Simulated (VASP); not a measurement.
# Ag (Pm-3m) in VASP: single point with PBEsol

Aim: the single point of Ag with PBEsol.

Everything below comes from runs of VASP 6.6.1. Logs are shortened: lines on timing, memory, paths and dates and some standing lists are left out, and cuts for length are marked.

## (1) The structure

Symmetry: Pm-3m, No. 221, cubic system. Conventional cell: a = 2.687 Å, b = 2.687 Å, c = 2.687 Å, α = 90.00°, β = 90.00°, γ = 90.00°. Ag (site symmetry m-3m) is surrounded by 6 Ag at 2.69 Å.

The cell was built by a generator and needn't be a form met in nature.

## (2) Single point, PBEsol

Input file INCAR:

```
SYSTEM = Ag
PREC = Accurate
ENCUT = 520
EDIFF = 1E-6
ISMEAR = -1
SIGMA = 0.13605693000000002
LREAL = .False.
LASPH = .True.
NELM = 100
ALGO = Normal
ISIF = 2
LWAVE = .False.
LCHARG = .False.
GGA = PS
NBANDS = 12
```

Input file KPOINTS:

```
Automatic mesh
0
Gamma
  12 12 12
  0 0 0
```

Input file POSCAR:

```
Ag
1.0
    2.6867203435      0.0000000000      0.0000000000
    0.0000000000      2.6867203435      0.0000000000
    0.0000000000      0.0000000000      2.6867203435
Ag
1
Direct
    0.0000000000      0.0000000000      0.0000000000
```

Potentials or basis: VASP PAW PBE potentials, release 64 (Ag).

Command:

```bash
$ cat potpaw_PBE.64/Ag/POTCAR > POTCAR
$ mpirun -np 1 vasp_std > vasp.out
```

OUTCAR:

```text
SYSTEM = Ag
   PREC = Accurate
   ENCUT = 520
   EDIFF = 1E-6
   ISMEAR = -1
   LREAL = .False.
   LASPH = .True.
   NELM = 100
   ISIF = 2
   GGA = PS

 ion  position               nearest neighbor table
   1  0.000  0.000  0.000-

  LATTYP: Found a simple cubic cell.
 ALAT       =     2.6867203435

  Lattice vectors:

 A1 = (   2.6867203435,   0.0000000000,   0.0000000000)
 A2 = (   0.0000000000,   2.6867203435,   0.0000000000)
 A3 = (   0.0000000000,   0.0000000000,   2.6867203435)

Analysis of symmetry for initial positions (statically):
=====================================================================
 Subroutine PRICEL returns:
 Original cell was already a primitive cell.

 Routine SETGRP: Setting up the symmetry group for a
 simple cubic supercell.

 Subroutine GETGRP returns: Found 48 space group operations
 (whereof 48 operations were pure point group operations)
 out of a pool of 48 trial point group operations.

The static configuration has the point symmetry O_h .

Analysis of symmetry for dynamics (positions and initial velocities):
=====================================================================
 Subroutine PRICEL returns:
 Original cell was already a primitive cell.

 Routine SETGRP: Setting up the symmetry group for a
 simple cubic supercell.

 Subroutine GETGRP returns: Found 48 space group operations
 (whereof 48 operations were pure point group operations)
 out of a pool of 48 trial point group operations.

The dynamic configuration has the point symmetry O_h .

 Subroutine INISYM returns: Found 48 space group operations
 (whereof 48 operations are pure point group operations),
 and found     1 'primitive' translations

----------------------------------------------------------------------------------------

                                     Primitive cell

  volume of cell :      19.3940

  direct lattice vectors                    reciprocal lattice vectors
     2.686720344  0.000000000  0.000000000     0.372201001  0.000000000  0.000000000
     0.000000000  2.686720344  0.000000000     0.000000000  0.372201001  0.000000000
     0.000000000  0.000000000  2.686720344     0.000000000  0.000000000  0.372201001

  length of vectors
     2.686720344  2.686720344  2.686720344     0.372201001  0.372201001  0.372201001

  position of ions in fractional coordinates (direct lattice)
     0.000000000  0.000000000  0.000000000

  ion indices of the primitive-cell ions
   primitive index   ion index
[... 81 lines left out ...]
   POTIM  = 0.5000    time-step for ionic-motion
   TEBEG  =    0.0;   TEEND  =   0.0 temperature during run
   PSTRESS=    0.0 pullay stress
   NELECT =      11.0000    total number of electrons
   NUPDOWN=      -1.0000    fix difference up-down
   EMIN   =  10.00;   EMAX   =-10.00  energy-range for DOS
   EFERMI =   0.00;   METHOD = LEGACY
   ISMEAR =    -1;   SIGMA  =   0.14  broadening in eV -4-tet -1-fermi 0-gaus
   EFERMI_NEDOS =   21; number of points for ismear=-14 and -15
   IALGO  =     38    algorithm
   IMIX   =      4    mixing-type and parameters
     AMIX     =   0.40;   BMIX     =  1.00
     AMIX_MAG =   1.60;   BMIX_MAG =  1.00
  volume/ion in A,a.u.               =      19.39       130.88
  Fermi-wavevector in a.u.,A,eV,Ry     =   1.355137  2.560838 24.985695  1.836397
  Thomas-Fermi vector in A             =   2.482250
   LORBIT       =      0    0 simple, 1 ext, 2 COOP (PROOUT), +10 PAW based schemes
   GGA     = PS    functional components
   LHFCALC =     F    Hartree Fock is set to
   AEXX    =    0.0000 exact exchange contribution
   IVDW    =     0    specifies the selected vdW correction
   LEPSILON=     F    determine dielectric tensor
   LRPA    =     F    only Hartree local field effects (RPA)
 non-spin polarized calculation
  energy-cutoff  :      520.00
  volume of cell :       19.39
 maximum number of plane-waves:       552
 NGX is ok and might be reduce to    20
   NGX =  9   NGY =  9   NGZ =  9

 number of electron      10.9999989 magnetization

 Free energy of the ion-electron system (eV)
  ---------------------------------------------------
  ext. energy  EPLUGINS =         0.00000000
  ---------------------------------------------------
  free energy    TOTEN  =        -2.91782225 eV

  energy without entropy =       -2.90020351  energy(sigma->0) =       -2.90901288

 E-fermi :   6.4600     XC(G=0): -11.5706

 val. band max:        6.4525986169   @ k =   0.5000   0.0833   0.0833
 cond. band min:       6.5558664703   @ k =   0.3333   0.3333   0.1667
 fundamental gap:      0.1032678534
 Fermi energy:         6.4600489370

 k-point     1 :       0.0000    0.0000    0.0000
  band No.  band energies     occupation
      1      -0.3230      2.00000
      2       0.4902      2.00000
      3       0.4902      2.00000
      4       3.7820      2.00000
      5       3.7820      2.00000
      6       3.7820      2.00000
      7      20.8929      0.00000
      8      20.8929      0.00000
      9      20.8929      0.00000
     10      26.2917      0.00000
     11      26.2917      0.00000
     12      26.7278      0.00000
[... 331 lines left out ...]
 k-point    24 :       0.4167    0.3333    0.0000
  band No.  band energies     occupation
      1       0.9633      2.00000
      2       1.2018      2.00000
      3       2.9129      2.00000
      4       3.1195      2.00000
      5       3.4476      2.00000
      6       7.2905      0.00446
      7      11.2030      0.00000
      8      16.4389      0.00000
      9      19.6762      0.00000
     10      26.9457      0.00000
     11      29.0424      0.00000
     12      29.5234      0.00000

 [... further k-points ...]

------------------------ aborting loop because EDIFF is reached ----------------------------------------

  FORCE on cell =-STRESS in cart. coord.  units (eV):
  Direction    XX          YY          ZZ          XY          YZ          ZX
  --------------------------------------------------------------------------------------
  -------------------------------------------------------------------------------------
  Total       -0.0345295     -0.0345295     -0.0345295      0.0000000      0.0000000      0.0000000
  in kB       -2.8525517     -2.8525517     -2.8525517      0.0000000      0.0000000      0.0000000
  external PRESSURE =      -2.8525517 kB  Pullay stress =       0.0000000 kB

 VOLUME and BASIS-vectors are now :
 -----------------------------------------------------------------------------
  energy-cutoff  :      520.00
  volume of cell :       19.39
      direct lattice vectors                 reciprocal lattice vectors
     2.686720344  0.000000000  0.000000000     0.372201001  0.000000000  0.000000000
     0.000000000  2.686720344  0.000000000     0.000000000  0.372201001  0.000000000
     0.000000000  0.000000000  2.686720344     0.000000000  0.000000000  0.372201001

 POSITION                                       TOTAL-FORCE (eV/Angst)
 -----------------------------------------------------------------------------------
      0.00000      0.00000      0.00000         0.000000      0.000000      0.000000
 -----------------------------------------------------------------------------------
    total drift:                                0.000000      0.000000      0.000000

  FREE ENERGIE OF THE ION-ELECTRON SYSTEM (eV)
  ---------------------------------------------------
  free  energy   TOTEN  =        -2.9178222537 eV

  energy  without entropy=       -2.9002035081  energy(sigma->0) =       -2.90901288
```

stdout:

```text
POSCAR found type information on POSCAR Ag
 POSCAR found :  1 types and       1 ions
 scaLAPACK will be used
 -----------------------------------------------------------------------------
|                                                                             |
|                                                                             |
|     You enforced a specific xc type in the INCAR file but a different       |
|     I HOPE YOU KNOW WHAT YOU ARE DOING!                                     |
|                                                                             |
 -----------------------------------------------------------------------------

 LDA part: xc-table for (Slater+PW92), standard interpolation
 POSCAR, INCAR and KPOINTS ok, starting setup
 FFT: planning ... GRIDC
 FFT: planning ... GRID_SOFT
 FFT: planning ... GRID
 WAVECAR not read
 entering main loop
```

Wall time 11 s (1 thread of Intel Xeon Platinum 8488C (Sapphire Rapids), shared host); peak memory 0.13 GiB.

Results:

```
Free energy            : -2.9178 eV
Pressure               : -0.3 GPa
Band gap on the k mesh : none (metal or under the smearing width)
```

Levels at points of the mesh, in eV from the Fermi level:
```tsv
k point	band 1	band 2	band 3	band 4	band 5	band 6	band 7	band 8	band 9	band 10
(0.00, 0.00, 0.00)	-6.78	-5.97	-5.97	-2.68	-2.68	-2.68	14.43	14.43	14.43	19.83
(0.50, 0.00, 0.00)	-5.64	-5.34	-3.75	-3.75	-2.58	-0.69	1.97	17.28	19.36	19.89
(0.50, 0.50, 0.00)	-5.97	-5.12	-3.56	-3.56	-1.84	3.92	3.92	8.06	9.86	21.89
(0.50, 0.50, 0.50)	-5.38	-5.38	-5.38	-1.77	-1.77	8.82	8.82	8.82	10.23	14.79
```

Caveat: the PAW data sets were made with another functional, which shifts forces and pressure a little.
